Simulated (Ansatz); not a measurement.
**hcp against bcc along group 14**

Level of theory: Ansatz, DFT, PBEsol, plane waves (420 eV) with PAW, scalar-relativistic. The PAW files were generated under PBE, with cores re-solved for the functional.

Each structure is relaxed within its symmetry, in the lowest magnetic state of the tried starts. Differences under about 8 meV lie within the error of the k-point mesh.

| element | E(hcp) − E(bcc) (meV/atom) | V(hcp) (Å³/atom) | V(bcc) (Å³/atom) | state of hcp | state of bcc |
| --- | --- | --- | --- | --- | --- |
| Si | -20 | 13.99 | 14.25 | spin not included | spin not included |
| Ge | 3 | 18.35 | 18.32 | spin not included | spin not included |
| Sn | -7 | 26.23 | 26.07 | spin not included | spin not included |
| Pb | -26 | 29.83 | 29.92 | spin not included | spin not included |
